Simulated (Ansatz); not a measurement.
**Strain response of Si2Mo**

All numbers below come from Ansatz, DFT PBEsol, scalar-relativistic, plane waves, PAW. (420 eV cutoff, 12×12×6 k-mesh, Gaussian smearing of 0.10 eV, no spin polarisation)

Reference structure (relaxed):

```xyz
6
Lattice="3.1901 0.0000 0.0000 0.0000 3.1901 0.0000 0.0000 0.0000 7.8214" Properties=species:S:1:pos:R:3 pbc="T T T"
Si    0.0000    0.0000    2.6206
Si    1.5950    1.5950    1.2901
Si    1.5950    1.5950    6.5313
Si    0.0000    0.0000    5.2008
Mo    0.0000    0.0000    0.0000
Mo    1.5950    1.5950    3.9107
```

Deformation: uniaxial strain along c, with the lengths of a and b and the atoms relaxed and the angles held, all within the symmetry that the strain leaves. Energies are extrapolated to zero smearing. On this cell's mesh the reference holds a stress of up to 0.12 GPa.

Problem. Give the structure at -3.0 %.

Solution.
```xyz
6
Lattice="3.2079 0.0000 0.0000 0.0000 3.2079 0.0000 0.0000 0.0000 7.5867" Properties=species:S:1:pos:R:3 pbc="T T T"
Si    0.0000    0.0000    2.5396
Si    1.6039    1.6039    1.2538
Si    1.6039    1.6039    6.3329
Si    0.0000    0.0000    5.0472
Mo    0.0000    0.0000    0.0000
Mo    1.6039    1.6039    3.7934
```
Space group I4/mmm (139), 19.6 meV/atom over the relaxed crystal.